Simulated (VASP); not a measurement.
# BeS: molecular dynamics with the cell free or held by constraints

BeS, F-43m (no. 216), 8 atoms in the cell. PBE, constrained or biased molecular dynamics; PAW potentials S, Be (PBE set).

| Held coordinates | Spread of the volume (Å³) | Time (s) |
|---|---|---|
| none | 0.25 | 42 |
| volume held, shape free | 0.00 | 37 |
| angles held, lengths free | 0.72 | 37 |
| lengths in step, angles held | 0.83 | 37 |

Limits: each run has its own random start, so only a spread that vanishes tells of a constraint; the run is only 0.12 ps long, so its averages are rough.

## Input of the first row

INCAR:
```
PREC     = Normal         # precision mode
EDIFF    = 1E-5           # SCF threshold, eV
LREAL    = F              # projectors in reciprocal space
ALGO     = Normal         # electronic algorithm
NELMIN   = 4            
ISYM     = 0            
LWAVE    = F              # write WAVECAR
LCHARG   = F              # write CHGCAR
IBRION   = 0              # ionic algorithm
ISIF     = 3              # what is computed and relaxed
TEBEG    = 500          
POTIM    = 2.0            # step
RANDOM_SEED= 564020 0 0   
ENCUT    = 360            # plane-wave cutoff, eV
ISMEAR   = 0              # smearing method
SIGMA    = 0.05           # smearing width, eV
MDALGO   = 3            
LANGEVIN_GAMMA= 10 10        
LANGEVIN_GAMMA_L= 10           
PMASS    = 1000         
NSW      = 60             # ionic steps
```

KPOINTS:
```
k-points
0
Gamma
  3 3 3
```

POSCAR:
```
BeS
1.0
    4.8500000000      0.0000000000      0.0000000000
    0.0000000000      4.8500000000      0.0000000000
    0.0000000000      0.0000000000      4.8500000000
S Be
4 4
Direct
    0.2500000000      0.2500000000      0.2500000000
    0.2500000000      0.7500000000      0.7500000000
    0.7500000000      0.2500000000      0.7500000000
    0.7500000000      0.7500000000      0.2500000000
    0.0000000000      0.0000000000      0.0000000000
    0.0000000000      0.5000000000      0.5000000000
    0.5000000000      0.0000000000      0.5000000000
    0.5000000000      0.5000000000      0.0000000000
```

Commands:
```
cat potpaw_PBE.64/S/POTCAR potpaw_PBE.64/Be/POTCAR > POTCAR
mpirun -np 4 vasp_std > vasp.out
```

ICONST of row 4:
```
LA 1 2 0
LA 1 3 0
LA 2 3 0
LR 1 0
LR 2 0
LR 3 0
S 1.0 0.0 0.0 0.0 0.0 0.0 0
S 0.0 1.0 0.0 0.0 0.0 0.0 0
S 0.0 0.0 1.0 0.0 0.0 0.0 0
S 0 0 0 1 -1 0 0
S 0 0 0 1 0 -1 0
```

VASP 6.6.1 took 42 s on 4 cores (Intel Xeon 6975P-C (Granite Rapids)), a shared host.
